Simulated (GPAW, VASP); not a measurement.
This is a calculation of Mg (Magnesium) for VASP 6.6.1. 

The input INCAR:

```
PREC     = Accurate       # precision mode
ENCUT    = 520            # plane-wave cutoff, eV
EDIFF    = 1E-6           # SCF threshold, eV
ISMEAR   = 0              # smearing method
SIGMA    = 0.024          # smearing width, eV
LREAL    = F              # projectors in reciprocal space
LASPH    = T              # aspherical terms in the spheres
NELM     = 100            # most SCF steps
ALGO     = Normal         # electronic algorithm
ISIF     = 2              # what is computed and relaxed
LWAVE    = F              # write WAVECAR
LCHARG   = T              # write CHGCAR
GGA      = PE             # functional
LELF     = T              # ELF
LVHAR    = T            
NBANDS   = 9              # bands
```

KPOINTS

```
regular mesh
0
Gamma
  10 10 5
```

Contents of POSCAR:

```
Mg
1.0
    3.2093000000      0.0000000000      0.0000000000
   -1.6046500000      2.7793353284      0.0000000000
    0.0000000000      0.0000000000      5.2103000000
Mg
2
Direct
    0.6666666667      0.3333333333      0.7500000000
    0.3333333333      0.6666666667      0.2500000000
```

Potentials or basis: VASP PAW PBE potentials, release 64 (Mg).

Launch:

```bash
$ cat potpaw_PBE.64/Mg/POTCAR > POTCAR
$ mpirun -np 1 vasp_std > vasp.out
```

Q: Set up the same calculation for GPAW 26.7.0 (ASE script). Potentials or basis there: GPAW PAW data sets (gpaw-data 1.2.1), cutoff 800 eV.

A: As run (cutoffs and basis follow the program's own potentials, and thresholds, step limits or extra output files can differ):

Contents of run.py:

```python
from ase.dft.bandgap import bandgap
from ase.io import read, write
from ase.units import GPa
from gpaw import GPAW, PW

atoms = read('POSCAR')

calc = GPAW(mode=PW(800),
            xc='PBE',
            kpts={'size': (10, 10, 5), 'gamma': True},
            occupations={'name': 'methfessel-paxton', 'order': 0, 'width': 0.024},
            nbands=19,
            convergence={'density': 1e-05, 'energy': 1e-05},
            maxiter=150,
            txt='gpaw.txt')
atoms.calc = calc
energy = atoms.get_potential_energy()
forces = atoms.get_forces()
stress = atoms.get_stress()
calc.write('gs.gpw')
write('result.traj', atoms)
print(f'Energy: {energy:.6f} eV')
print('Forces (eV/A):')
print(forces.round(4))
print('Stress (GPa):', (stress / GPa).round(3))
print('Fermi level:', round(calc.get_fermi_level(), 4), 'eV')
print(f'Gap: {bandgap(calc)[0]:.4f} eV, direct: {bandgap(calc, direct=True)[0]:.4f} eV')
```

POSCAR

```
Mg
1.0
    3.2093000000      0.0000000000      0.0000000000
   -1.6046500000      2.7793353284      0.0000000000
    0.0000000000      0.0000000000      5.2103000000
Mg
2
Direct
    0.6666666667      0.3333333333      0.7500000000
    0.3333333333      0.6666666667      0.2500000000
```

Potentials or basis: GPAW PAW data sets (gpaw-data 1.2.1), pw.

Run with:

```sh
$ OMP_NUM_THREADS=1 python run.py
```

Both were run:

|  | VASP | GPAW |
| --- | --- | --- |
| Pressure | -0.6 GPa | -0.5 GPa |

The potentials hold 4 and 20 valence electrons a cell.

Pressure is positive in compression.
